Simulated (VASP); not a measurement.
Here is a VASP 6.6.1 calculation.

Contents of INCAR:

```
SYSTEM = AlN
ALGO = Normal
EDIFF = 1E-7
EDIFFG = -0.005
ENCUT = 600
GGA = PS
IBRION = 2
ISIF = 3
ISMEAR = 0
LASPH = .True.
LCHARG = .False.
LREAL = .False.
LWAVE = .False.
NELM = 80
NSW = 90
PREC = Accurate
SIGMA = 0.03
```

Contents of KPOINTS:

```
k-points
0
Gamma
  12 12 5
  0 0 0
```

Contents of POSCAR:

```
AlN                                     
1.0
    3.1135200728     -0.0000000000      0.0000000000
   -1.5567600415      2.6963874769     -0.0000000000
    0.0000000000      0.0000000000      4.9831638550
  Al              N             
     2     2
Direct
     0.3333333300000021    0.6666666699999979    0.9965736044761041
     0.6666666699999979    0.3333333300000021    0.4965736044761042
     0.3333333300000021    0.6666666699999979    0.3784263955238958
     0.6666666699999979    0.3333333300000021    0.8784263955238959
```

Potentials or basis: VASP PAW PBE potentials, release 64 (Al, N).

The run is started by

```console
$ cat potpaw_PBE.64/Al/POTCAR potpaw_PBE.64/N/POTCAR > POTCAR
$ mpirun -np 1 vasp_std > vasp.out
```

Q: What does it give for the relaxed cell?

A: a = 3.113 Å, b = 3.113 Å, c = 4.983 Å, α = 90.00°, β = 90.00°, γ = 120.00°.

Q: Estimate the relaxed volume.

A: 10.45 Å³/atom.

Final structure:
```cif
data_structure
_symmetry_space_group_name_H-M 'P 1'
_symmetry_Int_Tables_number 1
_cell_length_a 3.1128
_cell_length_b 3.1128
_cell_length_c 4.9828
_cell_angle_alpha 90.000
_cell_angle_beta 90.000
_cell_angle_gamma 120.000
_cell_volume 41.81
loop_
_atom_site_label
_atom_site_type_symbol
_atom_site_fract_x
_atom_site_fract_y
_atom_site_fract_z
_atom_site_occupancy
Al1 Al 0.33333 0.66667 0.99653 1
Al2 Al 0.66667 0.33333 0.49653 1
N1 N 0.33333 0.66667 0.37847 1
N2 N 0.66667 0.33333 0.87847 1
```

Caveat: the PAW data sets were made with another functional, which shifts forces and pressure a little.
